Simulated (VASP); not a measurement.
# TePb (Fm-3m) in VASP: a series of runs

Runs on TePb. Level: PBEsol. Tasks: single point, relaxation of cell and atoms.

Everything below comes from runs of VASP 6.6.1. Logs are shortened: lines on timing, memory, paths and dates and some standing lists are left out, and cuts for length are marked.

**The experiment to reproduce.**

A printed reference work, monograph reports, for a bulk crystal of TePb at 4.2 K: band gap 0.19 eV (direct).

How close the calculation comes is told below.

### Step 1. The cell of the first run

It takes space group Fm-3m (No. 225, cubic). The conventional cell has a = 6.445 Å, b = 6.445 Å, c = 6.445 Å, α = 90.00°, β = 90.00°, γ = 90.00°. Within 4.2 Å of Te (site symmetry m-3m) lie 6 Pb at 3.22 Å. Pb (site symmetry m-3m) has 6 Te at 3.22 Å within 4.2 Å.

### Step 2. Single point, PBEsol

Input file INCAR:

```
SYSTEM = TePb
PREC = Accurate ; ENCUT = 520
EDIFF = 1E-6 ; ISMEAR = -1
SIGMA = 0.05 ; LREAL = .False.
LASPH = .True. ; NELM = 60
ALGO = Normal ; ISIF = 2
LWAVE = .False. ; LCHARG = .False.
GGA = PS ; NBANDS = 17
```

Input file KPOINTS:

```
Automatic mesh
0
Gamma
  9 9 9
  0 0 0
```

Input file POSCAR:

```
TePb
1.0
    0.0000000000      3.2223376922      3.2223376922
    3.2223376922      0.0000000000      3.2223376922
    3.2223376922      3.2223376922      0.0000000000
Te Pb
1 1
Direct
    0.5000000000      0.5000000000      0.5000000000
    0.0000000000      0.0000000000      0.0000000000
```

Potentials or basis: VASP PAW PBE potentials, release 64 (Te, Pb_d).

Launch:

```console
$ cat potpaw_PBE.64/Te/POTCAR potpaw_PBE.64/Pb_d/POTCAR > POTCAR
$ mpirun -np 1 vasp_std > vasp.out
```

OUTCAR:

```text
SYSTEM = TePb
   PREC = Accurate
   ENCUT = 520
   EDIFF = 1E-6
   ISMEAR = -1
   LREAL = .False.
   LASPH = .True.
   NELM = 60
   ISIF = 2
   GGA = PS

 ion  position               nearest neighbor table
   1  0.500  0.500  0.500-   2 3.22   2 3.22   2 3.22   2 3.22   2 3.22   2 3.22
   2  0.000  0.000  0.000-   1 3.22   1 3.22   1 3.22   1 3.22   1 3.22   1 3.22

  LATTYP: Found a face centered cubic cell.
 ALAT       =     6.4446753844

  Lattice vectors:

 A1 = (   0.0000000000,   3.2223376922,   3.2223376922)
 A2 = (   3.2223376922,   0.0000000000,   3.2223376922)
 A3 = (   3.2223376922,   3.2223376922,   0.0000000000)

Analysis of symmetry for initial positions (statically):
=====================================================================
 Subroutine PRICEL returns:
 Original cell was already a primitive cell.

 Routine SETGRP: Setting up the symmetry group for a
 face centered cubic supercell.

 Subroutine GETGRP returns: Found 48 space group operations
 (whereof 48 operations were pure point group operations)
 out of a pool of 48 trial point group operations.

The static configuration has the point symmetry O_h .

Analysis of symmetry for dynamics (positions and initial velocities):
=====================================================================
 Subroutine PRICEL returns:
 Original cell was already a primitive cell.

 Routine SETGRP: Setting up the symmetry group for a
 face centered cubic supercell.

 Subroutine GETGRP returns: Found 48 space group operations
 (whereof 48 operations were pure point group operations)
 out of a pool of 48 trial point group operations.

The dynamic configuration has the point symmetry O_h .

 Subroutine INISYM returns: Found 48 space group operations
 (whereof 48 operations are pure point group operations),
 and found     1 'primitive' translations

----------------------------------------------------------------------------------------

                                     Primitive cell

  volume of cell :      66.9180

  direct lattice vectors                    reciprocal lattice vectors
     0.000000000  3.222337692  3.222337692    -0.155166853  0.155166853  0.155166853
     3.222337692  0.000000000  3.222337692     0.155166853 -0.155166853  0.155166853
     3.222337692  3.222337692  0.000000000     0.155166853  0.155166853 -0.155166853

  length of vectors
     4.557073667  4.557073667  4.557073667     0.268756874  0.268756874  0.268756874

  position of ions in fractional coordinates (direct lattice)
     0.500000000  0.500000000  0.500000000
     0.000000000  0.000000000  0.000000000

  ion indices of the primitive-cell ions
   primitive index   ion index
                 1           1
                 2           2

----------------------------------------------------------------------------------------

 KPOINTS: Automatic mesh

Automatic generation of k-mesh.
 Grid dimensions read from file:
 generate k-points for:    9    9    9

 Generating k-lattice:

  Cartesian coordinates                     Fractional coordinates (reciprocal lattice)
    -0.017240761  0.017240761  0.017240761     0.111111111  0.000000000  0.000000000
     0.017240761 -0.017240761  0.017240761     0.000000000  0.111111111  0.000000000
     0.017240761  0.017240761 -0.017240761     0.000000000  0.000000000  0.111111111

  Length of vectors
     0.029861875  0.029861875  0.029861875

  Shift w.r.t. Gamma in fractional coordinates (k-lattice)
     0.000000000  0.000000000  0.000000000

 Subroutine IBZKPT returns following result:
 ===========================================

 Found     35 irreducible k-points:

 Following reciprocal coordinates:
            Coordinates               Weight
  0.000000  0.000000  0.000000      1.000000
  0.111111  0.000000  0.000000      8.000000
  0.222222  0.000000  0.000000      8.000000
  0.333333  0.000000  0.000000      8.000000
  0.444444  0.000000  0.000000      8.000000
  0.111111  0.111111  0.000000      6.000000
[... 16 lines left out ...]
 -0.333333  0.333333  0.000000     12.000000
  0.444444  0.444444  0.000000      6.000000
 [... further k-points ...]
   k-points           NKPTS =     35   k-points in BZ     NKDIM =     35   number of bands    NBANDS=     17
   number of dos      NEDOS =    301   number of ions     NIONS =      2
   total plane-waves  NPLWV =  46656
   dimension x,y,z NGX =    36 NGY =   36 NGZ =   36
   dimension x,y,z NGXF=    72 NGYF=   72 NGZF=   72
   ions per type =               1   1
   NGX,Y,Z   is equivalent  to a cutoff of  13.13, 13.13, 13.13 a.u.
   NGXF,Y,Z  is equivalent  to a cutoff of  26.27, 26.27, 26.27 a.u.
 SYSTEM =  TePb
   PREC   = accura    normal or accurate (medium, high low for compatibility)
   ISTART =      0    job   : 0-new  1-cont  2-samecut
   ICHARG =      2    charge: 1-file 2-atom 10-const
   ISPIN  =      1    spin polarized calculation?
   LNONCOLLINEAR =      F non collinear calculations
   LSORBIT =      F    spin-orbit coupling
   LASPH  =      T    aspherical Exc in radial PAW
   ENCUT  =  520.0 eV  38.22 Ry    6.18 a.u.   8.47  8.47  8.47*2*pi/ulx,y,z
   NELM   =     60;   NELMIN=  2; NELMDL= -5     # of ELM steps
   EDIFF  = 0.1E-05   stopping-criterion for ELM
   LREAL  =      F    real-space projection
   EDIFFG = 0.1E-04   stopping-criterion for IOM
   NSW    =      0    number of steps for IOM
   IBRION =     -1    ionic relax: 0-MD 1-quasi-New 2-CG
   NFREE  =      0    steps in history (QN), initial steepest desc. (CG)
   ISIF   =      2    stress and relaxation
   ISYM   =      2    0-nonsym 1-usesym 2-fastsym
   POTIM  = 0.5000    time-step for ionic-motion
   TEBEG  =    0.0;   TEEND  =   0.0 temperature during run
   PSTRESS=    0.0 pullay stress
   NELECT =      20.0000    total number of electrons
   NUPDOWN=      -1.0000    fix difference up-down
   EMIN   =  10.00;   EMAX   =-10.00  energy-range for DOS
   EFERMI =   0.00;   METHOD = LEGACY
   ISMEAR =    -1;   SIGMA  =   0.05  broadening in eV -4-tet -1-fermi 0-gaus
   EFERMI_NEDOS =   21; number of points for ismear=-14 and -15
   IALGO  =     38    algorithm
   IMIX   =      4    mixing-type and parameters
     AMIX     =   0.40;   BMIX     =  1.00
     AMIX_MAG =   1.60;   BMIX_MAG =  1.00
  volume/ion in A,a.u.               =      33.46       225.79
  Fermi-wavevector in a.u.,A,eV,Ry     =   1.094554  2.068407 16.300433  1.198048
  Thomas-Fermi vector in A             =   2.230861
   LORBIT       =      0    0 simple, 1 ext, 2 COOP (PROOUT), +10 PAW based schemes
   GGA     = PS    functional components
   LHFCALC =     F    Hartree Fock is set to
   AEXX    =    0.0000 exact exchange contribution
   IVDW    =     0    specifies the selected vdW correction
   LEPSILON=     F    determine dielectric tensor
   LRPA    =     F    only Hartree local field effects (RPA)
 non-spin polarized calculation
  energy-cutoff  :      520.00
  volume of cell :       66.92
 maximum number of plane-waves:      1823
 NGX is ok and might be reduce to    36
   NGX = 17   NGY = 17   NGZ = 17

 number of electron      20.0000002 magnetization

 Free energy of the ion-electron system (eV)
  ---------------------------------------------------
  ext. energy  EPLUGINS =         0.00000000
  ---------------------------------------------------
  free energy    TOTEN  =        -8.25964542 eV

  energy without entropy =       -8.25964000  energy(sigma->0) =       -8.25964271

 E-fermi :   5.9168     XC(G=0):  -9.5064

 val. band max:        5.4913034348   @ k =   0.4444   0.0000   0.0000
 cond. band min:       6.3314991699   @ k =   0.4444   0.0000   0.0000
 fundamental gap:      0.8401957351
 Fermi energy:         5.9168018851

 k-point     1 :       0.0000    0.0000    0.0000
  band No.  band energies     occupation
      1     -11.0764      2.00000
      2     -11.0764      2.00000
      3     -11.0649      2.00000
      4     -11.0649      2.00000
      5     -11.0649      2.00000
      6      -6.5372      2.00000
[... 9 lines left out ...]
     16      11.3037      0.00000
     17      12.7703      0.00000

 k-point     2 :       0.1111    0.0000    0.0000
  band No.  band energies     occupation
      1     -11.0779      2.00000
      2     -11.0779      2.00000
      3     -11.0646      2.00000
      4     -11.0632      2.00000
      5     -11.0632      2.00000
      6      -6.4297      2.00000
[... 9 lines left out ...]
     16      11.5412      0.00000
     17      13.6829      0.00000

 k-point     3 :       0.2222    0.0000    0.0000
  band No.  band energies     occupation
      1     -11.0824      2.00000
      2     -11.0824      2.00000
      3     -11.0638      2.00000
      4     -11.0579      2.00000
      5     -11.0579      2.00000
      6      -6.1168      2.00000
[... 9 lines left out ...]
     16      12.1874      0.00000
     17      15.3488      0.00000

 k-point     4 :       0.3333    0.0000    0.0000
  band No.  band energies     occupation
      1     -11.0880      2.00000
      2     -11.0880      2.00000
      3     -11.0631      2.00000
      4     -11.0515      2.00000
      5     -11.0515      2.00000
      6      -5.6413      2.00000
[... 9 lines left out ...]
     16      13.1892      0.00000
     17      16.5247      0.00000
[... 343 lines left out ...]
      1     -11.1272      2.00000
      2     -11.0737      2.00000
      3     -11.0675      2.00000
      4     -11.0441      2.00000
      5     -11.0408      2.00000
      6      -4.7849      2.00000
[... 9 lines left out ...]
     16      14.9639      0.00000
     17      16.7616      0.00000

 k-point    23 :      -0.3333    0.3333    0.0000
  band No.  band energies     occupation
      1     -11.1161      2.00000
      2     -11.0805      2.00000
      3     -11.0603      2.00000
      4     -11.0495      2.00000
      5     -11.0439      2.00000
      6      -4.7703      2.00000
[... 9 lines left out ...]
     16      13.8870      0.00000
     17      15.8845      0.00000

 k-point    24 :       0.4444    0.4444    0.0000
  band No.  band energies     occupation
      1     -11.1407      2.00000
      2     -11.0752      2.00000
      3     -11.0649      2.00000
      4     -11.0382      2.00000
      5     -11.0382      2.00000
      6      -4.8930      2.00000
[... 9 lines left out ...]
     16      15.7822      0.00000
     17      17.0037      0.00000

 [... further k-points ...]

------------------------ aborting loop because EDIFF is reached ----------------------------------------

  FORCE on cell =-STRESS in cart. coord.  units (eV):
  Direction    XX          YY          ZZ          XY          YZ          ZX
  --------------------------------------------------------------------------------------
  -------------------------------------------------------------------------------------
  Total       -0.0335798     -0.0335798     -0.0335798     -0.0000000      0.0000000      0.0000000
  in kB       -0.8039816     -0.8039816     -0.8039816     -0.0000000      0.0000000      0.0000000
  external PRESSURE =      -0.8039816 kB  Pullay stress =       0.0000000 kB

 VOLUME and BASIS-vectors are now :
 -----------------------------------------------------------------------------
  energy-cutoff  :      520.00
  volume of cell :       66.92
      direct lattice vectors                 reciprocal lattice vectors
     0.000000000  3.222337692  3.222337692    -0.155166853  0.155166853  0.155166853
     3.222337692  0.000000000  3.222337692     0.155166853 -0.155166853  0.155166853
     3.222337692  3.222337692  0.000000000     0.155166853  0.155166853 -0.155166853

 POSITION                                       TOTAL-FORCE (eV/Angst)
 -----------------------------------------------------------------------------------
      3.22234      3.22234      3.22234         0.000000      0.000000      0.000000
      0.00000      0.00000      0.00000        -0.000000     -0.000000     -0.000000
 -----------------------------------------------------------------------------------
    total drift:                               -0.000000      0.000000      0.000000

  FREE ENERGIE OF THE ION-ELECTRON SYSTEM (eV)
  ---------------------------------------------------
  free  energy   TOTEN  =        -8.2596454188 eV

  energy  without entropy=       -8.2596400033  energy(sigma->0) =       -8.25964271
```

It took 23 s on 1 thread of AMD EPYC 9R45 (Zen 5), shared host; peak memory 0.19 GiB.

Results:

```
Free energy : -8.2596 eV
Pressure    : -0.1 GPa
```

Levels at points of the mesh, in eV from the Fermi level:
```tsv
k point	band 6	band 7	band 8	band 9	band 10	band 11	band 12	band 13	band 14	band 15
(0.00, 0.00, 0.00)	-12.45	-5.95	-1.72	-1.72	-1.72	3.71	3.71	3.71	5.39	5.39
```

Caveat: this odd mesh misses L, so gap, dielectric constants and Born charges aren't listed; the PAW data sets were made with another functional, which shifts forces and pressure a little; spin-orbit coupling is left out, which moves the levels of the heavy elements.

(Continued in part 2 of 3.)
